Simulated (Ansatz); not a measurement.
## Te2Pt (Moncheite): single point with HSE06 form with a typed share of exact exchange

Crystal: Te2Pt (Moncheite).

```xyz
3
Lattice="4.0100 0.0000 0.0000 -2.0050 3.4728 0.0000 0.0000 0.0000 5.2010" Properties=species:S:1:pos:R:3 pbc="T T T"
Pt    0.0000    0.0000    0.0000
Te    2.0050    1.1576    3.9007
Te    0.0000    2.3152    1.3002
```

```
Program             : Ansatz 0.2.0
Task                : single point
Functional          : HSE06 form with a typed share of exact exchange
Potentials or basis : Ansatz PAW
Cutoff              : 420 eV (not typed: the program's choice for these potentials)
k mesh              : 4 × 4 × 3
Occupations         : fermi-dirac, width 0.05 eV
Spin                : no spin polarisation
```

| Property | Result |
| --- | --- |
| Pressure | 5.7 GPa |
| Largest force | 0.539 eV/Å |
| Band gap on the k mesh | none (metal or under the smearing width) |

Forces in eV/Å, atoms in the order of the input:
```
Pt   0.000  0.000  0.000
Te   0.000  0.000 -0.539
Te   0.000  0.000  0.539
```

Stress tensor (GPa, compression positive):
```
6.25 0.00 0.00
0.00 6.25 0.00
0.00 0.00 4.56
```

Levels at points of the mesh, in eV from the Fermi level:
| k point | band 22 | band 23 | band 24 | band 25 | band 26 | band 27 | band 28 | band 29 |
| --- | --- | --- | --- | --- | --- | --- | --- | --- |
| (0.00, 0.00, 0.00) | -3.46 | -0.85 | -0.85 | 1.11 | 1.11 | 1.35 | 2.73 | 4.76 |
| (0.00, -0.50, 0.00) | -4.40 | -4.05 | -3.92 | -3.42 | 0.16 | 2.70 | 3.82 | 5.50 |

Wall time 12 s on 2 threads of Intel(R) Xeon(R) 6975P-C (Granite Rapids), on a shared host, peak memory 1 GiB.

Caveat: the k mesh is coarse (spacing up to 0.45 Å⁻¹), so the values aren't converged, least of all with exact exchange; the PAW data sets come from PBE, with cores solved anew for the run's functional, which leaves a small shift of forces and pressure; the thresholds are loose for stress. The run has no spin-orbit coupling, so splittings on Pt, Te are missing.
